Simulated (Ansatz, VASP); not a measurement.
Rh: VASP beside Ansatz

The input INCAR:

```
  PREC = Accurate
  ENCUT = 520
  EDIFF = 1E-7
  ISMEAR = 0
  SIGMA = 0.15
  LREAL = False
  LASPH = True
  NELM = 100
  ALGO = Fast
  ISIF = 2
  LWAVE = False
  LCHARG = False
  GGA = PE
  NBANDS = 14
```

File KPOINTS:

```
Automatic mesh
0
Gamma
  22 22 22
```

The input POSCAR:

```
Rh
1.0
    0.0000000000      2.0855000085      1.7870649573
    2.0855000085      0.0000000000      1.7870649573
    2.0855000085      2.0855000085      0.0000000000
Rh
1
Direct
    0.0000000000      0.0000000000      0.0000000000
```

Input for Ansatz:

```yaml
crystal:
  lattice:
    - [0.0, 2.0855000085, 1.7870649573]
    - [2.0855000085, 0.0, 1.7870649573]
    - [2.0855000085, 2.0855000085, 0.0]
  atoms:
    - { symbol: Rh, position: [0.0, 0.0, 0.0] }
basis:
  ecutwfc: 420
kpoints:
  mp_grid: { grid: [22, 22, 22] }
hamiltonian:
  xc: pbe
  pseudopotentials: { kind: paw, azcp: { folder: soft_1 } }
scf:
  occupations: { method: gaussian, width: 0.15 }
output:
  forces: true
  stress: true
  eigenvalues: true
```

Alike in both runs: task single point; functional PBE; k mesh 22 × 22 × 22; occupations gaussian, width 0.15 eV; no spin polarisation.

|  | VASP | Ansatz |
| --- | --- | --- |
| version | VASP 6.6.1 | Ansatz 0.2.0 |
| potentials or method | VASP PAW PBE potentials, release 64 (Rh_pv) | scalar-relativistic, plane waves, PAW |
| plane-wave cutoff (eV) | 520 | 420 |
| valence electrons in the cell | 15 | 17 |

```csv
,VASP,Ansatz,Ansatz less VASP
gap on the k mesh at the Fermi level (eV),none,none,-
pressure (GPa),-17.5,-17.5,0.00
largest component of the traceless stress (GPa),12.86,12.89,+0.027
```

A gap of «none» marks a metal or a gap that the smearing closes. With one functional, cell and mesh, what is left measures potentials, basis and numerics. The two sets of potentials don't hold the same shells in valence.

Caveats: so large a pressure means that the cell lies far from this level's equilibrium, or that cutoff or potentials fall short (VASP).
